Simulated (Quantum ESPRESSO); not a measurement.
A run of Quantum ESPRESSO 7.5:

Contents of pw.in:

```
&CONTROL
  calculation = 'scf'
  prefix = 'pwscf'
  outdir = './tmp'
  pseudo_dir = './pseudo'
  tprnfor = .true.
  tstress = .true.
  disk_io = 'low'
/
&SYSTEM
  ibrav = 0
  nat = 2
  ntyp = 2
  ecutwfc = 74
  nbnd = 14
  occupations = 'smearing'
  smearing = 'fd'
  degauss = 0.00367493
/
&ELECTRONS
  conv_thr = 4d-10
  electron_maxstep = 120
  mixing_beta = 0.5
/
ATOMIC_SPECIES
Br    79.9040 Br.upf
K     39.0983 K.upf
CELL_PARAMETERS angstrom
   0.0000000000    3.3000000000    3.3000000000
   3.3000000000    0.0000000000    3.3000000000
   3.3000000000    3.3000000000    0.0000000000
ATOMIC_POSITIONS crystal
Br     0.5000000000    0.5000000000    0.5000000000
K      0.0000000000    0.0000000000    0.0000000000
K_POINTS automatic
4 4 4 1 1 1
```

File relax.in:

```
&CONTROL
  calculation = 'vc-relax'
  prefix = 'pwscf'
  outdir = './tmp'
  pseudo_dir = './pseudo'
  tprnfor = .true.
  tstress = .true.
  disk_io = 'low'
  nstep = 40
  forc_conv_thr = 0.0001
  etot_conv_thr = 1d-06
/
&SYSTEM
  ibrav = 0
  nat = 2
  ntyp = 2
  ecutwfc = 74
  nbnd = 14
  occupations = 'smearing'
  smearing = 'fd'
  degauss = 0.00367493
/
&ELECTRONS
  conv_thr = 4d-10
  electron_maxstep = 120
  mixing_beta = 0.5
/
&IONS
  ion_dynamics = 'bfgs'
/
&CELL
  cell_dynamics = 'bfgs'
  press = 50
  press_conv_thr = 0.2
/
ATOMIC_SPECIES
Br    79.9040 Br.upf
K     39.0983 K.upf
CELL_PARAMETERS angstrom
   0.0000000000    3.3000000000    3.3000000000
   3.3000000000    0.0000000000    3.3000000000
   3.3000000000    3.3000000000    0.0000000000
ATOMIC_POSITIONS crystal
Br     0.5000000000    0.5000000000    0.5000000000
K      0.0000000000    0.0000000000    0.0000000000
K_POINTS automatic
4 4 4 1 1 1
```

Contents of scf2.in:

```
&CONTROL
  calculation = 'scf'
  prefix = 'pwscf'
  outdir = './tmp'
  pseudo_dir = './pseudo'
  tprnfor = .true.
  tstress = .true.
  disk_io = 'low'
/
&SYSTEM
  ibrav = 0
  nat = 2
  ntyp = 2
  ecutwfc = 74
  nbnd = 14
  occupations = 'fixed'
/
&ELECTRONS
  conv_thr = 1d-13
  electron_maxstep = 120
  mixing_beta = 0.5
  startingpot = 'file'
  startingwfc = 'file'
/
ATOMIC_SPECIES
Br    79.9040 Br.upf
K     39.0983 K.upf
CELL_PARAMETERS angstrom
   0.0000000000    3.1158891258    3.1158891258
   3.1158891258    0.0000000000    3.1158891258
   3.1158891258    3.1158891258    0.0000000000
ATOMIC_POSITIONS crystal
Br     0.5000000000    0.5000000000    0.5000000000
K      0.0000000000    0.0000000000    0.0000000000
K_POINTS automatic
4 4 4 1 1 1
```

ph.in

```
phonons of KBr
&INPUTPH
  prefix = 'pwscf'
  outdir = './tmp'
  tr2_ph = 1d-18
  fildyn = 'dyn'
  niter_ph = 90
  alpha_mix(1) = 0.7
  epsil = .true.
/
0.0000000000 0.0000000000 0.0000000000
```

File dynmat.in:

```
&INPUT
  fildyn = 'dyn'
  asr = 'crystal'
  lperm = .true.
  filout = 'dynmat.disp'
  fileig = 'dynmat.eig'
/
```

File dynmat_lo.in:

```
&INPUT
  fildyn = 'dyn'
  asr = 'crystal'
  filout = 'dynmat_lo.disp'
  fileig = 'dynmat_lo.eig'
  q(1) = 0
  q(2) = 0
  q(3) = 1
/
```

Potentials or basis: PseudoDojo 0.4.1 SR PBE standard.

Launch:

```sh
$ OMP_NUM_THREADS=1 pw.x -in pw.in > pw.out
$ OMP_NUM_THREADS=1 pw.x -in relax.in > relax.out
$ OMP_NUM_THREADS=1 pw.x -in scf2.in > scf2.out
$ OMP_NUM_THREADS=1 ph.x -in ph.in > ph.out
$ OMP_NUM_THREADS=1 dynmat.x -in dynmat.in > dynmat.out
$ OMP_NUM_THREADS=1 dynmat.x -in dynmat_lo.in > dynmat_lo.out
```

Hardware: 1 thread of Intel(R) Xeon(R) Platinum 8375C CPU @ 2.90GHz (Ice Lake), on a shared host.

**Question.** How long does it take, and how much memory?

**Answer.** Wall time 6.8 min on 1 thread of Intel(R) Xeon(R) Platinum 8375C CPU @ 2.90GHz (Ice Lake), on a shared host, peak memory 0.09 GiB. Counts: scf iterations 69, k pools 1, bands 14, ion steps 7, k points 10, g dense 41655.
